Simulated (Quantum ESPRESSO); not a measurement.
Runs of Quantum ESPRESSO 7.5 on CoO. The structure is tetragonal, space group I4/mmm (No. 139). The conventional cell has a = 3.016 Å, b = 3.016 Å, c = 4.214 Å, α = 90.00°, β = 90.00°, γ = 90.00°. Co (site symmetry 4/mmm) is surrounded by 6 O at 2.11 to 2.13 Å. Around O (site symmetry 4/mmm) lie 6 Co at 2.11 to 2.13 Å. 

```tsv
task	level	potentials or basis	cell	k mesh	cutoff (eV)	smearing	form of the LDA correlation	k mesh for the Wannier functions	mesh quality	gap on the mesh (eV)	pressure (GPa)	moment (μB)
single point	PBE	SSSP 1.3 efficiency PBE	as given	12 × 12 × 12	748	fermi-dirac 0.05 eV	-	-	not flagged	none	0.0	(a)
phonons	LDA	JTH 2.0 LDA	relaxed	10 × 10 × 10	707	cold 0.272 eV	PW92	-	not flagged	none	0.3	(b)
phonons	PBEsol	GBRV 1.5 PBEsol	relaxed	8 × 8 × 8	762	cold 0.2 eV	-	-	coarse	none	-0.1	2.91
band structure	AM05	SSSP 1.3 efficiency PBE	as given	12 × 12 × 12	748	cold 0.05 eV	-	-	not flagged	none	-9.6	3.00
Wannier functions	PBEsol	PseudoDojo 0.4.1 SR PBEsol standard	as given	10 × 10 × 10	1306	fermi-dirac 0.05 eV	-	6 × 6 × 6	not flagged	none	-9.5	2.97
```

Alike in all rows: spin collinear, ferromagnetic start.

Task: Fill in the values left out.

Result: (a) 2.98; (b) 2.23.

Caveats: some runs use coarse meshes; a cell with one magnetic atom can't hold antiferromagnetic order, which such compounds often take; semilocal functionals often make such compounds metallic where correlation or magnetic order opens a gap, which also shifts bond lengths; the mesh is thin for the phonons of a metal (some runs); the cell relaxed to another space group than the one typed (some runs); the potentials were made for another functional, which shifts forces and pressure (some runs); the Wannier minimisation didn't converge (some runs).

A k mesh can miss the band edges.

A gap of «none» marks a metal or a gap under the smearing width.

Not every run made on this cell is shown here.
